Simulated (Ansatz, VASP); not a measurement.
**Fe in VASP and in Ansatz**

```
CELL_PARAMETERS angstrom
-1.50072 1.50072 1.44300
1.50072 -1.50072 1.44300
1.50072 1.50072 -1.44300
ATOMIC_POSITIONS crystal
Fe 0.00000 0.00000 0.00000
```

Alike in both runs: task single point; functional PBEsol; k mesh 11 × 11 × 11; occupations fermi-dirac, width 0.05 eV; collinear spin.

|  | VASP | Ansatz |
| --- | --- | --- |
| version | VASP 6.6.1 | Ansatz 0.2.0 |
| potentials or method | VASP PAW PBE potentials, release 64 (Fe) | Ansatz PAW |
| plane-wave cutoff (eV) | 520 | 420 |
| valence electrons in the cell | 8 | 16 |

|  | VASP | Ansatz | Ansatz less VASP |
| --- | --- | --- | --- |
| gap on the k mesh at the Fermi level (eV) | none | none | - |
| pressure (GPa) | -21.6 | -21.9 | -0.30 |
| largest component of the traceless stress (GPa) | 1.04 | 1.00 | -0.037 |
| net moment per atom (μB) | 2.59 | 2.58 | -0.010 |
| size of the moment on the site where the two differ most (μB) | 2.60 | 2.64 | +0.036 |

Site moments also hang on the region over which each program counts them. A gap of «none» marks a metal or a gap that the smearing closes. With one functional, cell and mesh, what is left measures potentials, basis and numerics. The two sets of potentials don't hold the same shells in valence.

Caveats: so large a pressure means that the cell lies far from this level's equilibrium, or that cutoff or potentials fall short (VASP); the potentials were made for another functional, which shifts forces and pressure (VASP); the PAW data sets come from PBE, with cores solved anew for the run's functional, which leaves a small shift of forces and pressure (Ansatz).
